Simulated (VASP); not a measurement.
## Nb under changes of volume

One of the cells (18.797 Å³/atom); the others are scaled copies at fixed shape and fractional positions:

```
Nb
1.0
    -1.67497    1.67497    1.67497
     1.67497   -1.67497    1.67497
     1.67497    1.67497   -1.67497
Nb
1
Direct
  0.00000 0.00000 0.00000
```

* Program: VASP 6.6.1
* Functional: PBE
* Potentials or basis: VASP PAW PBE potentials, release 64 (Nb_sv)
* Cutoff: 520 eV
* k mesh: 11 × 11 × 11
* Occupations: fermi-dirac, width 0.05 eV
* Spin: no spin polarisation

| volume (Å³/atom) | energy over the lowest point (meV/atom) | pressure (GPa) |
| --- | --- | --- |
| 17.322 | 23.61 | 8.9 |
| 17.691 | ? | ? |
| 18.060 | 0.00 | 1.1 |
| 18.797 | 9.55 | -5.5 |
| 19.165 | 25.20 | -8.3 |
| 19.534 | 47.21 | -10.9 |

Problem. What does the run at 17.691 Å³/atom give?

Solution. Energy over the lowest point 7.33 meV/atom; pressure 4.9 GPa.

Worked out: A Birch-Murnaghan fit of order 3 (a polynomial in V^(-2/3)) to the other rows has its minimum at 18.20 Å³/atom with B0 = V·E''(V) = 172 GPa and B' = 3.1. It gives 7.29 meV/atom at 17.691 Å³/atom, against the run's 7.33, and -dE/dV = 5.1 GPa, against 4.9.

Energies are extrapolated to zero smearing.
